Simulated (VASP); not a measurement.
# BeTe (F-43m) in VASP: further runs

The runs below take BeTe through relaxation of the atoms, with PBE.

Program: VASP 6.6.1. These are calculated values, not measurements. Logs are shortened: lines on timing, memory, paths and dates and some standing lists are left out, and cuts for length are marked.

## 1. The crystal as given

The structure is cubic, space group F-43m (No. 216). The conventional cell has a = 5.668 Å, b = 5.668 Å, c = 5.668 Å, α = 90.00°, β = 90.00°, γ = 90.00°. Be (site symmetry -43m) is surrounded by 4 Te at 2.45 Å. Around Te (site symmetry -43m) lie 4 Be at 2.45 Å.

## 2. Relaxation of the atoms, PBE (a relaxed cell with its volume scaled by 0.98)

Contents of INCAR:

```
SYSTEM = BeTe
PREC = Accurate
ENCUT = 600
EDIFF = 1E-7
ISMEAR = 0
SIGMA = 0.03
LREAL = .FALSE.
LASPH = .TRUE.
NELM = 80
ALGO = Normal
ISIF = 2
LWAVE = .FALSE.
LCHARG = .FALSE.
GGA = PE
IBRION = 2
NSW = 40
EDIFFG = -0.01
```

Contents of KPOINTS:

```
regular mesh
0
G
  8 8 8
  0 0 0
```

Contents of POSCAR:

```
BeTe                                    
1.0
    0.0000000000      2.8149690991      2.8149690991
    2.8149690991      0.0000000000      2.8149690991
    2.8149690991      2.8149690991      0.0000000000
  Be              Te            
     1     1
Direct
     0.0000000000000000    0.0000000000000000    0.0000000000000000
     0.2500000000000000    0.2500000000000000    0.2500000000000000
```

Potentials or basis: VASP PAW PBE potentials, release 64 (Be, Te).

Launch:

```sh
cat potpaw_PBE.64/Be/POTCAR potpaw_PBE.64/Te/POTCAR > POTCAR
mpirun -np 1 vasp_std > vasp.out
```

OUTCAR:

```text
SYSTEM = BeTe
   PREC = Accurate
   ENCUT = 600
   EDIFF = 1E-7
   ISMEAR = 0
   LREAL = .FALSE.
   LASPH = .TRUE.
   NELM = 80
   ISIF = 2
   GGA = PE
   IBRION = 2
   NSW = 40
   EDIFFG = -0.01

 ion  position               nearest neighbor table
   1  0.000  0.000  0.000-   2 2.44   2 2.44   2 2.44   2 2.44
   2  0.250  0.250  0.250-   1 2.44   1 2.44   1 2.44   1 2.44

  LATTYP: Found a face centered cubic cell.
 ALAT       =     5.6299381982

  Lattice vectors:

 A1 = (   0.0000000000,   2.8149690991,   2.8149690991)
 A2 = (   2.8149690991,   0.0000000000,   2.8149690991)
 A3 = (   2.8149690991,   2.8149690991,   0.0000000000)

Analysis of symmetry for initial positions (statically):
=====================================================================
 Subroutine PRICEL returns:
 Original cell was already a primitive cell.

 Routine SETGRP: Setting up the symmetry group for a
 face centered cubic supercell.

 Subroutine GETGRP returns: Found 24 space group operations
 (whereof 24 operations were pure point group operations)
 out of a pool of 48 trial point group operations.

The static configuration has the point symmetry T_d .

Analysis of symmetry for dynamics (positions and initial velocities):
=====================================================================
 Subroutine PRICEL returns:
 Original cell was already a primitive cell.

 Routine SETGRP: Setting up the symmetry group for a
 face centered cubic supercell.

 Subroutine GETGRP returns: Found 24 space group operations
 (whereof 24 operations were pure point group operations)
 out of a pool of 48 trial point group operations.

The dynamic configuration has the point symmetry T_d .

 Subroutine INISYM returns: Found 24 space group operations
 (whereof 24 operations are pure point group operations),
 and found     1 'primitive' translations

----------------------------------------------------------------------------------------

                                     Primitive cell

  volume of cell :      44.6119

  direct lattice vectors                    reciprocal lattice vectors
     0.000000000  2.814969099  2.814969099    -0.177621843  0.177621843  0.177621843
     2.814969099  0.000000000  2.814969099     0.177621843 -0.177621843  0.177621843
     2.814969099  2.814969099  0.000000000     0.177621843  0.177621843 -0.177621843

  length of vectors
     3.980967478  3.980967478  3.980967478     0.307650057  0.307650057  0.307650057

  position of ions in fractional coordinates (direct lattice)
     0.000000000  0.000000000  0.000000000
     0.250000000  0.250000000  0.250000000

  ion indices of the primitive-cell ions
   primitive index   ion index
                 1           1
                 2           2

----------------------------------------------------------------------------------------

 KPOINTS: regular mesh

Automatic generation of k-mesh.
 Grid dimensions read from file:
 generate k-points for:    8    8    8

 Generating k-lattice:

  Cartesian coordinates                     Fractional coordinates (reciprocal lattice)
    -0.022202730  0.022202730  0.022202730     0.125000000  0.000000000  0.000000000
     0.022202730 -0.022202730  0.022202730     0.000000000  0.125000000  0.000000000
     0.022202730  0.022202730 -0.022202730     0.000000000  0.000000000  0.125000000

  Length of vectors
     0.038456257  0.038456257  0.038456257

  Shift w.r.t. Gamma in fractional coordinates (k-lattice)
     0.000000000  0.000000000  0.000000000

 Subroutine IBZKPT returns following result:
 ===========================================

 Found     29 irreducible k-points:

 Following reciprocal coordinates:
            Coordinates               Weight
  0.000000  0.000000  0.000000      1.000000
  0.125000  0.000000  0.000000      8.000000
  0.250000  0.000000  0.000000      8.000000
  0.375000  0.000000  0.000000      8.000000
  0.500000  0.000000  0.000000      4.000000
  0.125000  0.125000  0.000000      6.000000
[... 16 lines left out ...]
  0.500000  0.250000  0.125000     48.000000
 -0.375000  0.250000  0.125000     24.000000
 [... further k-points ...]
   k-points           NKPTS =     29   k-points in BZ     NKDIM =     29   number of bands    NBANDS=      8
   number of dos      NEDOS =    301   number of ions     NIONS =      2
   total plane-waves  NPLWV =  32768
   dimension x,y,z NGX =    32 NGY =   32 NGZ =   32
   dimension x,y,z NGXF=    64 NGYF=   64 NGZF=   64
   ions per type =               1   1
   NGX,Y,Z   is equivalent  to a cutoff of  13.36, 13.36, 13.36 a.u.
   NGXF,Y,Z  is equivalent  to a cutoff of  26.73, 26.73, 26.73 a.u.
 SYSTEM =  BeTe
   PREC   = accura    normal or accurate (medium, high low for compatibility)
   ISTART =      0    job   : 0-new  1-cont  2-samecut
   ICHARG =      2    charge: 1-file 2-atom 10-const
   ISPIN  =      1    spin polarized calculation?
   LNONCOLLINEAR =      F non collinear calculations
   LSORBIT =      F    spin-orbit coupling
   LASPH  =      T    aspherical Exc in radial PAW
   ENCUT  =  600.0 eV  44.10 Ry    6.64 a.u.   7.95  7.95  7.95*2*pi/ulx,y,z
   NELM   =     80;   NELMIN=  2; NELMDL= -5     # of ELM steps
   EDIFF  = 0.1E-06   stopping-criterion for ELM
   LREAL  =      F    real-space projection
   EDIFFG = -.1E-01   stopping-criterion for IOM
   NSW    =     40    number of steps for IOM
   IBRION =      2    ionic relax: 0-MD 1-quasi-New 2-CG
   NFREE  =      1    steps in history (QN), initial steepest desc. (CG)
   ISIF   =      2    stress and relaxation
   ISYM   =      2    0-nonsym 1-usesym 2-fastsym
   POTIM  = 0.5000    time-step for ionic-motion
   TEBEG  =    0.0;   TEEND  =   0.0 temperature during run
   PSTRESS=    0.0 pullay stress
   NELECT =       8.0000    total number of electrons
   NUPDOWN=      -1.0000    fix difference up-down
   EMIN   =  10.00;   EMAX   =-10.00  energy-range for DOS
   EFERMI =   0.00;   METHOD = LEGACY
   ISMEAR =     0;   SIGMA  =   0.03  broadening in eV -4-tet -1-fermi 0-gaus
   EFERMI_NEDOS =   21; number of points for ismear=-14 and -15
   IALGO  =     38    algorithm
   IMIX   =      4    mixing-type and parameters
     AMIX     =   0.40;   BMIX     =  1.00
     AMIX_MAG =   1.60;   BMIX_MAG =  1.00
  volume/ion in A,a.u.               =      22.31       150.53
  Fermi-wavevector in a.u.,A,eV,Ry     =   0.923183  1.744563 11.595798  0.852267
  Thomas-Fermi vector in A             =   2.048792
   LORBIT       =      0    0 simple, 1 ext, 2 COOP (PROOUT), +10 PAW based schemes
   GGA     = PE    functional components
   LHFCALC =     F    Hartree Fock is set to
   AEXX    =    0.0000 exact exchange contribution
   IVDW    =     0    specifies the selected vdW correction
   LEPSILON=     F    determine dielectric tensor
   LRPA    =     F    only Hartree local field effects (RPA)
 conjugate gradient relaxation of ions
 non-spin polarized calculation
 Gauss-broadening in eV      SIGMA  =   0.03
  energy-cutoff  :      600.00
  volume of cell :       44.61
 maximum number of plane-waves:      1524
   NGX = 15   NGY = 15   NGZ = 15

 number of electron       8.0000000 magnetization

 Free energy of the ion-electron system (eV)
  ---------------------------------------------------
  ext. energy  EPLUGINS =         0.00000000
  ---------------------------------------------------
  free energy    TOTEN  =        -7.62114696 eV

  energy without entropy =       -7.62114696  energy(sigma->0) =       -7.62114696

 E-fermi :   5.2704     XC(G=0):  -9.0612

 val. band max:        5.1084779486   @ k =   0.0000   0.0000   0.0000
 cond. band min:       7.0794326400   @ k =   0.5000   0.5000   0.0000
 fundamental gap:      1.9709546914
 Fermi energy:         5.2704068598

 k-point     1 :       0.0000    0.0000    0.0000
  band No.  band energies     occupation
      1      -7.1959      2.00000
      2       5.1085      2.00000
      3       5.1085      2.00000
      4       5.1085      2.00000
      5       8.7173      0.00000
      6       8.7173      0.00000
      7       8.7173      0.00000
      8       8.9379      0.00000

 k-point     2 :       0.1250    0.0000    0.0000
  band No.  band energies     occupation
      1      -7.0479      2.00000
      2       3.7929      2.00000
      3       4.8727      2.00000
      4       4.8727      2.00000
      5       8.6503      0.00000
      6       9.0613      0.00000
      7       9.0613      0.00000
      8      10.2218      0.00000

 k-point     3 :       0.2500    0.0000    0.0000
  band No.  band energies     occupation
      1      -6.6397      2.00000
      2       1.7858      2.00000
      3       4.4332      2.00000
      4       4.4332      2.00000
      5       8.4259      0.00000
      6       9.5926      0.00000
      7       9.5926      0.00000
      8      12.1469      0.00000

 k-point     4 :       0.3750    0.0000    0.0000
  band No.  band energies     occupation
      1      -6.1200      2.00000
      2       0.1993      2.00000
      3       4.0953      2.00000
      4       4.0953      2.00000
      5       8.2501      0.00000
      6       9.7278      0.00000
      7       9.7278      0.00000
      8      12.9639      0.00000

 k-point     5 :       0.5000    0.0000    0.0000
  band No.  band energies     occupation
      1      -5.8485      2.00000
      2      -0.4389      2.00000
      3       3.9740      2.00000
      4       3.9740      2.00000
      5       8.1876      0.00000
      6       9.6979      0.00000
      7       9.6979      0.00000
      8      12.9277      0.00000
[... 177 lines left out ...]
 k-point    22 :       0.3750    0.2500    0.1250
  band No.  band energies     occupation
      1      -6.3021      2.00000
      2       1.5340      2.00000
      3       2.8550      2.00000
      4       3.8795      2.00000
      5       8.7003      0.00000
      6       9.9619      0.00000
      7      10.5018      0.00000
      8      11.3968      0.00000

 k-point    23 :       0.5000    0.2500    0.1250
  band No.  band energies     occupation
      1      -5.8404      2.00000
      2       0.4781      2.00000
      3       2.3180      2.00000
      4       3.4232      2.00000
      5       9.1443      0.00000
      6       9.7987      0.00000
      7      11.0287      0.00000
      8      12.0310      0.00000

 k-point    24 :      -0.3750    0.2500    0.1250
  band No.  band energies     occupation
      1      -5.6075      2.00000
      2      -0.0176      2.00000
      3       2.2087      2.00000
      4       3.2002      2.00000
      5       9.3019      0.00000
      6       9.5065      0.00000
      7      11.7788      0.00000
      8      12.8646      0.00000

 [... further k-points ...]

------------------------ aborting loop because EDIFF is reached ----------------------------------------

  FORCE on cell =-STRESS in cart. coord.  units (eV):
  Direction    XX          YY          ZZ          XY          YZ          ZX
  --------------------------------------------------------------------------------------
  -------------------------------------------------------------------------------------
  Total        0.3346604      0.3346604      0.3346604      0.0000000      0.0000000      0.0000000
  in kB       12.0188789     12.0188789     12.0188789      0.0000000      0.0000000      0.0000000
  external PRESSURE =      12.0188789 kB  Pullay stress =       0.0000000 kB

 VOLUME and BASIS-vectors are now :
 -----------------------------------------------------------------------------
  energy-cutoff  :      600.00
  volume of cell :       44.61
      direct lattice vectors                 reciprocal lattice vectors
     0.000000000  2.814969099  2.814969099    -0.177621843  0.177621843  0.177621843
     2.814969099  0.000000000  2.814969099     0.177621843 -0.177621843  0.177621843
     2.814969099  2.814969099  0.000000000     0.177621843  0.177621843 -0.177621843

 POSITION                                       TOTAL-FORCE (eV/Angst)
 -----------------------------------------------------------------------------------
      0.00000      0.00000      0.00000         0.000000      0.000000      0.000000
      1.40748      1.40748      1.40748        -0.000000     -0.000000     -0.000000
 -----------------------------------------------------------------------------------
    total drift:                                0.000000      0.000000      0.000000

  FREE ENERGIE OF THE ION-ELECTRON SYSTEM (eV)
  ---------------------------------------------------
  free  energy   TOTEN  =        -7.6211469601 eV

  energy  without entropy=       -7.6211469601  energy(sigma->0) =       -7.62114696

 reached required accuracy - stopping structural energy minimisation
```

Wall time 12 s (1 thread of Intel Xeon Platinum 8375C at 2.90GHz (Ice Lake), shared host); peak memory 0.18 GiB.

What came out:

```
Free energy             : -7.6211 eV
Pressure after relaxing : 1.2 GPa
Band gap on the k mesh  : 1.97 eV, indirect (least direct gap 3.61 eV)
```

Final structure:
```xyz
2
Lattice="0.0000 2.8150 2.8150 2.8150 0.0000 2.8150 2.8150 2.8150 0.0000" Properties=species:S:1:pos:R:3 pbc="T T T"
Be    0.0000    0.0000    0.0000
Te    1.4075    1.4075    1.4075
```

Caveat: the relaxation stopped at its first step, so nothing moved; spin-orbit coupling is left out, which moves the levels of the heavy elements. A k mesh can miss the band edges.

## 3. Relaxation of the atoms, PBE

INCAR is that of step 2.

KPOINTS is that of step 2.

Contents of POSCAR:

```
BeTe                                    
1.0
    0.0000000000      2.8339897376      2.8339897376
    2.8339897376      0.0000000000      2.8339897376
    2.8339897376      2.8339897376      0.0000000000
  Be              Te            
     1     1
Direct
     0.0000000000000000    0.0000000000000000    0.0000000000000000
     0.2500000000000000    0.2500000000000000    0.2500000000000000
```

Potentials or basis: VASP PAW PBE potentials, release 64 (Be, Te).

Launch:

```sh
cat potpaw_PBE.64/Be/POTCAR potpaw_PBE.64/Te/POTCAR > POTCAR
mpirun -np 1 vasp_std > vasp.out
```

Run time: 11 s. Hardware: 1 thread of Intel Xeon Platinum 8375C at 2.90GHz (Ice Lake), shared host; peak memory 0.15 GiB.

It converged, with:

| Item | Value |
| --- | --- |
| Free energy | -7.6245 eV |
| Pressure after relaxing | 0.0 GPa |
| Band gap on the k mesh | 2.02 eV, indirect (least direct gap 3.63 eV) |

Final structure:
```
CELL_PARAMETERS angstrom
0.00000 2.83399 2.83399
2.83399 0.00000 2.83399
2.83399 2.83399 0.00000
ATOMIC_POSITIONS crystal
Be 0.00000 0.00000 0.00000
Te 0.25000 0.25000 0.25000
```

Levels at points of the mesh, in eV from the valence-band top:
```
           k point  band 1  band 2  band 3  band 4  band 5  band 6  band 7  band 8
(0.00, 0.00, 0.00)  -12.17    0.00    0.00    0.00    3.63    3.63    3.63    3.68
(0.50, 0.00, 0.00)  -10.88   -5.42   -1.10   -1.10    3.03    4.60    4.60    7.82
(0.50, 0.50, 0.00)  -10.40   -5.01   -2.57   -2.57    2.02    2.69    9.58    9.58
```

Caveat: the relaxation stopped at its first step, so nothing moved; spin-orbit coupling is left out, which moves the levels of the heavy elements.

## 4. Relaxation of the atoms, PBE (a relaxed cell with its volume scaled by 1.02)

INCAR is that of step 3.

KPOINTS is that of step 3.

Contents of POSCAR:

```
BeTe                                    
1.0
    0.0000000000      2.8527584285      2.8527584285
    2.8527584285      0.0000000000      2.8527584285
    2.8527584285      2.8527584285      0.0000000000
  Be              Te            
     1     1
Direct
     0.0000000000000000    0.0000000000000000    0.0000000000000000
     0.2500000000000000    0.2500000000000000    0.2500000000000000
```

Launch:

```sh
cat potpaw_PBE.64/Be/POTCAR potpaw_PBE.64/Te/POTCAR > POTCAR
mpirun -np 1 vasp_std > vasp.out
```

Run time: 12 s. Hardware: 1 thread of Intel Xeon Platinum 8375C at 2.90GHz (Ice Lake), shared host; peak memory 0.18 GiB.

The run converged. Its results:

| Quantity | Value |
| --- | --- |
| Free energy | -7.6215 eV |
| Pressure after relaxing | -1.1 GPa |
| Band gap on the k mesh | 2.07 eV, indirect (least direct gap 3.54 eV) |

Final structure:
```xyz
2
Lattice="0.0000 2.8528 2.8528 2.8528 0.0000 2.8528 2.8528 2.8528 0.0000" Properties=species:S:1:pos:R:3 pbc="T T T"
Be    0.0000    0.0000    0.0000
Te    1.4264    1.4264    1.4264
```

Levels at points of the mesh, in eV from the valence-band top:
| k point | band 1 | band 2 | band 3 | band 4 | band 5 | band 6 | band 7 | band 8 |
| --- | --- | --- | --- | --- | --- | --- | --- | --- |
| (0.00, 0.00, 0.00) | -12.05 | 0.00 | 0.00 | 0.00 | 3.54 | 3.64 | 3.64 | 3.64 |
| (0.50, 0.00, 0.00) | -10.80 | -5.30 | -1.07 | -1.07 | 2.97 | 4.60 | 4.60 | 7.83 |
| (0.50, 0.50, 0.00) | -10.34 | -4.91 | -2.50 | -2.50 | 2.07 | 2.72 | 9.46 | 9.46 |

Caveat: the relaxation stopped at its first step, so nothing moved; spin-orbit coupling is left out, which moves the levels of the heavy elements. A k mesh can miss the band edges.

## 5. The runs side by side

```csv
cell,gap on the mesh (eV),pressure (GPa)
atoms relaxed from: a relaxed cell with its volume scaled by 0.98,1.97,1.2
atoms relaxed,2.02,0.0
atoms relaxed from: a relaxed cell with its volume scaled by 1.02,2.07,-1.1
```

Alike in all rows: task relaxation of the atoms; level PBE; potentials or basis VASP PAW PBE potentials, release 64 (Be, Te); no spin polarisation; k mesh 8 × 8 × 8; cutoff (eV) 600; smearing gaussian 0.03 eV.

Caveats: the relaxation stopped at its first step, so nothing moved; spin-orbit coupling is left out, which moves the levels of the heavy elements.

Absolute energies hang on the potentials; compare differences alone.
